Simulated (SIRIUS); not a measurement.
Zn, 2 atoms in the cell. Symmetry: P6_3/mmc, No. 194, hexagonal system. The conventional cell has a = 2.670 Å, b = 2.670 Å, c = 4.966 Å, α = 90.00°, β = 90.00°, γ = 120.00°. Zn (site symmetry -6m2) is surrounded by 12 Zn at 2.67 to 2.92 Å. 

| Quantity | Value |
| --- | --- |
| Program | SIRIUS 7.12.0 |
| Task | single point |
| Functional | PBE |
| Potentials or basis | PseudoDojo 0.4.1 PBE standard (scalar relativistic) |
| Cutoff | 1152 eV |
| Density cutoff | 4606 eV |
| k mesh | 9 × 9 × 5 |
| Occupations | fermi-dirac, width 0.05 eV |
| Spin | no spin polarisation |
| Libxc names | ["XC_GGA_X_PBE", "XC_GGA_C_PBE"] |
| Energy tol | 1e-08 Ha |
| Density tol | 1e-06 |
| Mixer | anderson |
| Mixing beta | 0.7 |
| Max scf | 100 |
| Radial cutoff for the potentials' integrals | 6.5 bohr |

Potentials or basis: PseudoDojo 0.4.1 PBE standard (scalar relativistic).

Command:

```sh
$ upf_to_json Zn.upf
$ OMP_NUM_THREADS=1 sirius.scf --input=sirius.json --output=out.json --task=0
```

Hardware: 1 thread of AMD EPYC 9R45 96-Core Processor (Zen 5), with other jobs on the host.

How long does it take, and how much memory?

Run time: 17 s on 1 thread of AMD EPYC 9R45 96-Core Processor (Zen 5), with other jobs on the host, peak memory 0.27 GiB. Counts: scf iterations 12, k points 36, plane waves 2745, bands 29.
